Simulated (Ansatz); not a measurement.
**Si: elastic constants from stress and strain**

```yaml
crystal:
  lattice:
    - [0.00000, 2.73492, 2.73492]
    - [2.73492, 0.00000, 2.73492]
    - [2.73492, 2.73492, 0.00000]
  atoms:
    - { symbol: Si, position: [0.00000, 0.00000, 0.00000] }
    - { symbol: Si, position: [0.25000, 0.25000, 0.25000] }
```

Atom numbers follow the list: Si1, Si2.

The structure comes from a relaxation in the same program, started in the diamond type, and has space group Fd-3m. Whether it is a known phase or the ground state wasn't checked.

Method: Ansatz 0.2.0, DFT, PBE, all-electron LAPW, scalar-relativistic.

The runs use a Γ-centred 13×13×13 k mesh, Fermi–Dirac smearing of 0.05 eV, basis error target 0.25 meV/atom, no spin polarisation.

The unstrained cell is at -0.01 GPa. Large strains and very small stresses are left out. Each strain is applied once, with fractional coordinates held (clamped ions), and σ below is the change of stress, positive in tension. One finite strain gives stress–strain coefficients at this pressure with an error of the order of the strain times third-order constants, a few per cent for each per cent of strain.

Task: With z strained by +3 % at fixed volume, the run gives σzz − σxx = 4.57 GPa and εzz − εxx = 0.0447. Which stiffness follows?

Result: C11 − C12 = (σzz − σxx)/(εzz − εxx) = 102 GPa.

Task: Estimate the stiffness probed by this change, and the stress that it gives: xy engineering shear strain of -1 %.

Result: σxy = -0.99 GPa and γxy = 2εxy = -0.0100, so C44 (clamped ions) = σxy/γxy = 99 GPa.

Task: Scaling the volume by 0.9750 and 1.0250 gives 2.36 GPa and -2.08 GPa. Combine this with the best C11 − C12 to estimate C11 and C12.

Result: B = −ΔP/Δln V = 88.7 GPa = (C11 + 2 C12)/3; with C11 − C12 = 102.3 GPa, C11 = B + (2/3)(C11 − C12) = 157 GPa and C12 = B − (C11 − C12)/3 = 55 GPa.
